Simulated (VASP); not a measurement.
# C in VASP: how settings move the PBE single point

Aim: see what changed inputs do to the PBE single point of diamond C, strained and with displaced atoms.

The runs shown are made with VASP 6.6.1. PAW datasets, plane waves. (Simulation; spin polarisation is off.)

### 1 The cell

The symmetry is P-1 (No. 2, triclinic); conventional cell a = 2.501 Å, b = 2.503 Å, c = 2.511 Å, α = 60.6°, β = 63.3°, γ = 61.7°, 5.78 Å³ an atom. Around C lie 3 C at 1.43–1.58 Å.

As a file:

```xyz
2
Lattice="0.0558 1.8119 1.7373 1.8091 0.0263 1.7669 1.8445 1.8768 -0.0091" Properties=species:S:1:pos:R:3 pbc="T T T"
C     1.7878    0.1710    1.7262
C     0.8217    0.8895    0.8379
```

### 2 Baseline

File INCAR:

```
ENCUT = 520.000000
SIGMA = 0.020000
EDIFF = 1.00e-07
GGA = PE
PREC = Accurate
IBRION = -1
ISIF = 2
ISMEAR = -1
NBANDS = 11
NELM = 120
NSW = 0
LASPH = .TRUE.
LCHARG = .FALSE.
LWAVE = .FALSE.
LREAL = .FALSE.
```

File KPOINTS:

```
KPOINTS created by Atomic Simulation Environment
0
Gamma
10 10 10
0 0 0
```

File POSCAR:

```
C
 1.0000000000000000
     0.0558000000000000    1.8119000000000001    1.7373000000000001
     1.8090999999999999    0.0263000000000000    1.7668999999999999
     1.8445000000000000    1.8768000000000000   -0.0091000000000000
 C
   2
Cartesian
  1.7878355900000000  0.1709516600000000  1.7262313600000001
  0.8217057300000000  0.8895021900000000  0.8379103499999999
```

Potentials: the recommended PBE PAW datasets, 8 valence electrons.

Launch:

```bash
$ mpirun -np 1 vasp_std
```

### 3 Variant 1

Changes to INCAR since step 2:

```diff
@@ -14,2 +14,3 @@
 LWAVE = .FALSE.
-LREAL = .FALSE.
+LREAL = Auto
+NELMDL = 0
```

KPOINTS is that of step 2.

POSCAR is that of step 2.

### 4 Variant 2

Changes to INCAR since step 2:

```diff
@@ -9,3 +9,2 @@
 NBANDS = 11
-NELM = 120
 NSW = 0
@@ -15 +14,2 @@
 LREAL = .FALSE.
+NELM = 67
```

File KPOINTS:

```
KPOINTS created by Atomic Simulation Environment
0
Monkhorst-Pack
10 10 10
0 0 0
```

POSCAR is that of step 2.

What does the calculation give? Wanted: for each run, changed; ending; energy change; pressure; electronic steps; usable.

As calculated:

| run | changed | ending | energy change (meV/atom) | pressure (GPa) | gap on the mesh (eV; negative: overlap) | electronic steps | time | usable |
| --- | --- | --- | --- | --- | --- | --- | --- | --- |
| ref. | – | converged | 0 | 7.6 | -0.26 | 11 | 40 s | yes |
| 1 | LREAL = Auto, NELMDL = 0 | converged | -0.4 | 7.6 | -0.26 | 11 | 70 s | yes |
| 2 | NELM = 67, shifted mesh | converged | 0.3 | 7.7 | 0.15 | 11 | 45 s | yes |

**Reading.** Of 2 altered inputs, 2 gave usable results. Among the usable ones with comparable energies, «LREAL = Auto, NELMDL = 0» moves the energy most, by -0.4 meV/atom.
